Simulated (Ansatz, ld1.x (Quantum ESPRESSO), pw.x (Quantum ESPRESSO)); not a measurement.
## N (Z = 7): does the TM potential hold in the solid?

```
Element                 : N (Z = 7)
Generator               : ld1.x (Quantum ESPRESSO) 7.5
Type                    : norm-conserving Troullier–Martins (Kleinman–Bylander form)
Functional              : PBE
Relativity              : scalar-relativistic
Frozen core             : [He]
Valence charge          : 5
Reference configuration : 2s2 2p3
Partial waves           : 2p (bound): rc 1.90 bohr; 3d channel at -0.05 Ry: rc 1.65 bohr; 2s (bound): rc 0.95 bohr
Local potential         : the s channel
Core correction         : a·sin(br)/r model core inside 0.95 bohr
```

Atomic tests: cutoffs needed: 50 Ry and 140 Ry (the cutoffs (Ry, on a coarse ladder) from which the occupation-weighted sum of valence levels, in a spherical-Bessel basis at the reference potential, stays within 10 and 1 mRy of its value at 400 Ry); ghost test: no extra level below or beside the all-electron valence levels (p, d, s, f tested) (spherical-Bessel basis up to 400 Ry, 20 bohr box); configuration tests: 1 of 7 tests not solved or not reliable.

Crystal test: fcc N in pw.x 7.5, no spin, 18³ k-points, Fermi–Dirac smearing 0.01 Ry, cutoffs 170/680 Ry. The reference is all-electron LAPW (Ansatz 0.2.0) with the same functional, mesh and smearing; V0 and B0 come from Birch–Murnaghan fits to the pressures at five volumes. Errors are pseudo minus all-electron; Δ is the rms difference of the E(V) curves that follow from these fits, minima aligned, over ±6 % about the mean V0. Mesh and smearing are coarse, so the numbers serve the comparison and aren't converged zero-temperature values; the lattice is a test structure that the element need not adopt. Spin polarisation is left out.

All-electron: a0 = 3.123 Å (V0 = 7.61 Å³/atom), B0 = 177.0 GPa.

**Question.** How far does the potential miss the all-electron equation of state?

**Answer.** mean pressure error (GPa): +1.40; a0 (Å): 3.131; a0 error (%): +0.26; B0 error (%): -1.1; Δ (meV/atom): 2.3. Atomic configuration tests: 1 of 7 tests not solved or not reliable.

| V (Å³/atom) | P all-electron (GPa) | P pseudo (GPa) |
| --- | --- | --- |
| 7.222 | 10.44 | 12.04 |
| 7.412 | 5.03 | 6.52 |
| 7.602 | 0.28 | 1.66 |
| 7.792 | -3.90 | -2.60 |
| 7.982 | -7.58 | -6.37 |

**Question.** At the middle volume, how do free energy and pressure move when the wave cutoff is lowered (ecutrho kept at four times it)?

**Answer.**

```
cutoff (Ry)  shift of F (meV/atom)  shift of P (GPa)
         76                  +79.0             -0.38
        102                  +44.8             -2.35
        136                   +6.2             -0.95
```

The run at the middle volume (195 k-points, 4 iterations) took about 27 s on one core of a shared host (Neoverse-V1, 32 threads, 247 GiB, load 20).
